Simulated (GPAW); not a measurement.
# Quasiparticle gap of AlN (P6_3mc) in GPAW

How does a plane-wave GW calculation on AlN (P6_3mc) run from the first input to the gap?

Method: LDA and many-body steps on it, plane waves, in GPAW 26.7.0.

This is a report of a sequence of runs, with most program output left out.

The database entry behind the starting cell differs from later determinations by our own check (inner coordinate u about 0.002 short), so it need not match the best structure at ambient conditions.

## (1) The starting structure

It takes space group P6_3mc (No. 186, hexagonal). Conventional cell: a = 3.113 Å, b = 3.113 Å, c = 4.981 Å, α = 90.00°, β = 90.00°, γ = 120.00°. Al has 4 N at 1.89 Å nearest. N has 4 Al at 1.89 Å nearest. Farther neighbours and most contacts between anions are not listed.

Coordinates:

```cif
data_structure
_symmetry_space_group_name_H-M 'P6_3mc'
_symmetry_Int_Tables_number 186
_cell_length_a 3.1130
_cell_length_b 3.1130
_cell_length_c 4.9810
_cell_angle_alpha 90.000
_cell_angle_beta 90.000
_cell_angle_gamma 120.000
_cell_volume 41.80
loop_
_atom_site_label
_atom_site_type_symbol
_atom_site_symmetry_multiplicity
_atom_site_Wyckoff_symbol
_atom_site_fract_x
_atom_site_fract_y
_atom_site_fract_z
_atom_site_occupancy
Al1 Al 2 b 0.33333 0.66667 0.00000 1
N1 N 2 b 0.33333 0.66667 0.38000 1
```

The cell and positions come from the Crystallography Open Database and are kept as given unless a step says otherwise.

## (2) Ground state

This step: GPAW 26.7.0; DFT, LDA, plane waves, PAW.

The ground-state density comes first.

Input file run.py:

```python
import json
import numpy as np
from gpaw.mpi import world
from ase import Atoms
from gpaw import GPAW, PW, FermiDirac

atoms = Atoms(['Al', 'Al', 'N', 'N'],
    cell=[[3.1130000000, 0.0000000000, 0.0000000000],
      [-1.5565000000, 2.6959370820, 0.0000000000],
      [0.0000000000, 0.0000000000, 4.9810000000]],
    scaled_positions=[[0.3333333333, 0.6666666667, 0.0000000000],
      [0.6666666667, 0.3333333333, 0.5000000000],
      [0.3333333333, 0.6666666667, 0.3800000000],
      [0.6666666667, 0.3333333333, 0.8800000000]],
    pbc=(True, True, True))
calc = GPAW(mode=PW(600),
    xc='LDA',
    kpts={'size': (9, 9, 6), 'gamma': True},
    occupations=FermiDirac(0.001),
    nbands=-8,
    convergence={'density': 1e-6, 'bands': -3},
    maxiter=100,
    txt='gs.txt')
atoms.calc = calc
res = {'energy': atoms.get_potential_energy()}
kpts = calc.get_ibz_k_points()
res['kpts'] = kpts
res['eigenvalues'] = [calc.get_eigenvalues(kpt=k) for k in range(len(kpts))]
res['n_electrons'] = calc.get_number_of_electrons()
calc.write('gs.gpw')

if world.rank == 0:
    with open('result.json', 'w') as f:
        json.dump(res, f, default=lambda x: x.tolist())
```

On the command line:

```bash
$ mpirun -n 4 gpaw python run.py
```

It took 7.8 s on 4 MPI ranks of Intel Xeon Platinum 8488C (Sapphire Rapids), shared host; peak memory 0.67 GiB; 30 s of CPU time.

Numbers from this step:

| Property | Result |
| --- | --- |
| total energy | -32.50 eV |
| gap | 4.245 eV |
| k of the valence top | 0, 0, 0 |
| k of the conduction bottom | 0, 0, 0 |
| least direct gap | 4.245 eV |

The gap is direct, at Γ.

## (3) Bands along the symmetry lines

The cheap functional maps the bands first; the places of the edges decide which points the dearer methods must see.

Input file run.py:

```python
import json
import numpy as np
from gpaw.mpi import world
from gpaw import GPAW

path = [[0.000000, 0.000000, 0.000000],
    [0.062500, 0.000000, 0.000000],
    [0.125000, 0.000000, 0.000000],
    [0.187500, 0.000000, 0.000000],
    [0.250000, 0.000000, 0.000000],
    [0.312500, 0.000000, 0.000000],
    [0.375000, 0.000000, 0.000000],
    [0.437500, 0.000000, 0.000000],
    [0.500000, 0.000000, 0.000000],
    [0.479167, 0.041667, 0.000000],
    [0.458333, 0.083333, 0.000000],
    [0.437500, 0.125000, 0.000000],
    [0.416667, 0.166667, 0.000000],
    [0.395833, 0.208333, 0.000000],
    [0.375000, 0.250000, 0.000000],
    [0.354167, 0.291667, 0.000000],
    [0.333333, 0.333333, 0.000000],
    [0.291667, 0.291667, 0.000000],
    [0.250000, 0.250000, 0.000000],
    [0.208333, 0.208333, 0.000000],
    [0.166667, 0.166667, 0.000000],
    [0.125000, 0.125000, 0.000000],
    [0.083333, 0.083333, 0.000000],
    [0.041667, 0.041667, 0.000000],
    [0.000000, 0.000000, 0.000000],
    [0.000000, 0.000000, 0.062500],
    [0.000000, 0.000000, 0.125000],
    [0.000000, 0.000000, 0.187500],
    [0.000000, 0.000000, 0.250000],
    [0.000000, 0.000000, 0.312500],
    [0.000000, 0.000000, 0.375000],
    [0.000000, 0.000000, 0.437500],
    [0.000000, 0.000000, 0.500000],
    [0.062500, 0.000000, 0.500000],
    [0.125000, 0.000000, 0.500000],
    [0.187500, 0.000000, 0.500000],
    [0.250000, 0.000000, 0.500000],
    [0.312500, 0.000000, 0.500000],
    [0.375000, 0.000000, 0.500000],
    [0.437500, 0.000000, 0.500000],
    [0.500000, 0.000000, 0.500000],
    [0.479167, 0.041667, 0.500000],
    [0.458333, 0.083333, 0.500000],
    [0.437500, 0.125000, 0.500000],
    [0.416667, 0.166667, 0.500000],
    [0.395833, 0.208333, 0.500000],
    [0.375000, 0.250000, 0.500000],
    [0.354167, 0.291667, 0.500000],
    [0.333333, 0.333333, 0.500000],
    [0.291667, 0.291667, 0.500000],
    [0.250000, 0.250000, 0.500000],
    [0.208333, 0.208333, 0.500000],
    [0.166667, 0.166667, 0.500000],
    [0.125000, 0.125000, 0.500000],
    [0.083333, 0.083333, 0.500000],
    [0.041667, 0.041667, 0.500000],
    [0.000000, 0.000000, 0.500000],
    [0.500000, 0.000000, 0.500000],
    [0.500000, 0.000000, 0.437500],
    [0.500000, 0.000000, 0.375000],
    [0.500000, 0.000000, 0.312500],
    [0.500000, 0.000000, 0.250000],
    [0.500000, 0.000000, 0.187500],
    [0.500000, 0.000000, 0.125000],
    [0.500000, 0.000000, 0.062500],
    [0.500000, 0.000000, 0.000000],
    [0.333333, 0.333333, 0.500000],
    [0.333333, 0.333333, 0.437500],
    [0.333333, 0.333333, 0.375000],
    [0.333333, 0.333333, 0.312500],
    [0.333333, 0.333333, 0.250000],
    [0.333333, 0.333333, 0.187500],
    [0.333333, 0.333333, 0.125000],
    [0.333333, 0.333333, 0.062500],
    [0.333333, 0.333333, 0.000000]]
calc = GPAW('gs.gpw').fixed_density(kpts=path,
    symmetry='off',
    nbands=18,
    convergence={'bands': 14},
    txt='bands.txt')
res = {}
kpts = calc.get_ibz_k_points()
res['kpts'] = kpts
res['eigenvalues'] = [calc.get_eigenvalues(kpt=k) for k in range(len(kpts))]
res['n_electrons'] = calc.get_number_of_electrons()

if world.rank == 0:
    with open('result.json', 'w') as f:
        json.dump(res, f, default=lambda x: x.tolist())
```

On the command line:

```bash
$ mpirun -n 4 gpaw python run.py
```

Wall time 7.5 s (4 MPI ranks); peak memory 0.72 GiB.

Numbers from this step:

* gap: 4.245 eV
* k of the valence top: 0, 0, 0
* k of the conduction bottom: 0, 0, 0
* least direct gap: 4.245 eV

The gap is 4.245 eV, as in the run before at this level.

The electronic bands at the labelled points (eV, zero at the top of the highest filled band; v1 is the highest filled band, c1 the lowest empty one):

```tsv
point	v4	v3	v2	v1	c1	c2	c3	c4
Γ	-0.84	-0.18	-0.18	0.00	4.25	6.55	10.51	10.97
halfway	-2.44	-1.56	-0.44	-0.39	6.16	7.49	7.96	9.91
M	-3.37	-2.09	-1.80	-0.67	5.67	5.69	8.11	10.18
halfway	-3.12	-3.02	-1.89	-1.51	5.39	7.01	8.79	9.96
K	-3.80	-2.45	-2.40	-2.40	4.91	8.25	9.58	9.58
halfway	-3.37	-1.69	-0.88	-0.60	6.80	7.33	8.43	9.00
Γ	-0.84	-0.18	-0.18	0.00	4.25	6.55	10.51	10.97
halfway	-0.75	-0.75	-0.29	-0.29	5.18	6.68	10.16	10.94
A	-0.52	-0.52	-0.52	-0.52	6.43	6.43	10.18	10.18
halfway	-1.60	-1.60	-1.02	-1.02	6.44	6.44	9.38	9.38
L	-1.45	-1.45	-1.37	-1.37	5.21	5.21	9.11	9.11
halfway	-2.76	-2.76	-0.93	-0.93	6.06	6.06	9.09	9.09
H	-3.88	-3.88	-0.79	-0.79	7.31	7.31	7.74	7.74
halfway	-1.83	-1.83	-1.22	-1.22	6.64	6.64	9.36	9.36
A	-0.52	-0.52	-0.52	-0.52	6.43	6.43	10.18	10.18
jump to L	-1.45	-1.45	-1.37	-1.37	5.21	5.21	9.11	9.11
halfway	-2.58	-1.91	-1.20	-0.92	4.97	5.77	9.22	9.35
M	-3.37	-2.09	-1.80	-0.67	5.67	5.69	8.11	10.18
jump to H	-3.88	-3.88	-0.79	-0.79	7.31	7.31	7.74	7.74
halfway	-4.47	-2.95	-1.48	-1.48	5.76	8.10	8.57	8.57
K	-3.80	-2.45	-2.40	-2.40	4.91	8.25	9.58	9.58
```

## (4) Empty states on the mesh, 6×6×4 mesh, 503 bands

The sums over transitions need many empty states on a uniform mesh; this step solves for them.

Input file run.py:

```python
import json
import numpy as np
from gpaw.mpi import world
from gpaw import GPAW

calc = GPAW('gs.gpw').fixed_density(kpts={'size': (6, 6, 4), 'gamma': True},
    parallel={'domain': 1, 'band': 1},
    txt='nscf.txt')
calc.diagonalize_full_hamiltonian(nbands=503)
calc.write('full.gpw', mode='all')
res = {}
kpts = calc.get_ibz_k_points()
res['kpts'] = kpts
res['eigenvalues'] = [calc.get_eigenvalues(kpt=k) for k in range(len(kpts))]
res['n_electrons'] = calc.get_number_of_electrons()

if world.rank == 0:
    with open('result.json', 'w') as f:
        json.dump(res, f, default=lambda x: x.tolist())
```

On the command line:

```bash
$ mpirun -n 4 gpaw python run.py
```

Elapsed: 18 s, on 4 MPI ranks; peak memory 1.7 GiB.

Numbers from this step:

| Quantity | Value |
| --- | --- |
| gap | 4.245 eV |
| k of the valence top | 0, 0, 0 |
| k of the conduction bottom | 0, 0, 0 |
| least direct gap | 4.245 eV |
| k points computed | 24 |
| lowest point of the top converged band, above the valence top | 282.9661 eV |

On this mesh the gap is 4.245 eV.

## (5) Screening and self-energy, 6×6×4 mesh, 229 bands, screening to 180 eV

Now the one-shot GW correction: screening in the RPA, then the self-energy of the levels asked for.

This step: G0W0 on LDA, plane waves, PAW.

Input file run.py:

```python
import json
import numpy as np
from gpaw.mpi import world
from gpaw.response.g0w0 import G0W0

gw = G0W0('full.gpw',
    filename='gw',
    kpts=[0],
    bands=(6, 10),
    ecut=180,
    nbands=229,
    integrate_gamma='WS',
    ppa=True)
gw.calculate()
res = {mode: {k: v for k, v in r.items() if k != 'sigma_eskwn'}
       for mode, r in gw.all_results.items()}

if world.rank == 0:
    with open('result.json', 'w') as f:
        json.dump(res, f, default=lambda x: x.tolist())
```

On the command line:

```bash
$ mpirun -n 4 gpaw python run.py
```

The job ended after 4.3 min (4 MPI ranks; peak memory 1.4 GiB; 17 min of CPU time).

This step gave:

* G0W0 gap on the points computed: 5.845 eV
* least direct G0W0 gap on the computed points: 5.845 eV
* Z at the valence top: 0.7902
* Z at the conduction bottom: 0.8205
* starting gap on the mesh: 4.245 eV
* k of the valence top: 0, 0, 0
* k of the conduction bottom: 0, 0, 0

The gap on the mesh goes from 4.25 eV to 5.84 eV, a correction of +1.60 eV.

Limits: finite bands, cutoff and mesh. v1 is the top filled band, c1 the lowest empty one. Levels before and after the correction, in eV, zero at the valence-band top of each column:

```tsv
	conduction bottom	valence top
Kohn-Sham	4.25	0.00
G0W0	5.84	0.00
```

```tsv
	level	energy (eV)
Kohn-Sham	Γ v2	-0.182
Kohn-Sham	Γ v1	0.000
Kohn-Sham	Γ c1	4.245
Kohn-Sham	Γ c2	6.550
G0W0	Γ v2	-0.207
G0W0	Γ v1	0.000
G0W0	Γ c1	5.845
G0W0	Γ c2	8.406
```

## (6) Where the time went

Times are wall times on 4 MPI ranks of Intel Xeon Platinum 8488C (Sapphire Rapids), shared host, good to a factor of about two.

```tsv
step	time	share	memory (GiB)
ground state	7.8 s	3 %	0.67
bands along the symmetry lines	7.5 s	3 %	0.72
empty states on the mesh	18 s	6 %	1.7
screening and self-energy	4.3 min	89 %	1.4
```

## (7) Results

```yaml
lda_gap: 4.25 eV, direct
g0w0_gap_on_the_mesh: 5.84 eV
gw_settings: 6×6×4 mesh, 229 bands, screening to 180 eV, Godby-Needs plasmon pole
known_limits: not at the basis limit
```

What this shows: G0W0 moves the gap on the mesh from 4.25 eV to 5.84 eV (+1.60 eV), with Z of 0.79 and 0.82 at the edges. Only 1 of the mesh's irreducible points was corrected, so a valley elsewhere could overtake. The dearest step here is «screening and self-energy». Bands and cutoff are finite, so the gap is not at the basis limit. The miss can reach some tenths of an eV and take either sign; the mesh is an error of its own. These stock PAW sets were not made for GW. In the G0W0 run levels were corrected at 1 k point alone, so a gap called «on the mesh» is the least over those, and an edge elsewhere would be missed.

[Paths, hosts, dates, memory and timing lines, banners, echoed tables and standing remarks are left out of the program output.]

[Logs are printed without paths, hosts, clocks, repeated set-up lines and the standing remarks that a program may print on its own settings, such as how far it seeks lower states.]

[Runs of the session that timed out or met a known fault of the program may be left out.]

[Hosts, paths, dates, database ids (printed as entryN), source tags and the programs' standing remarks are cut or masked in the printed files.]
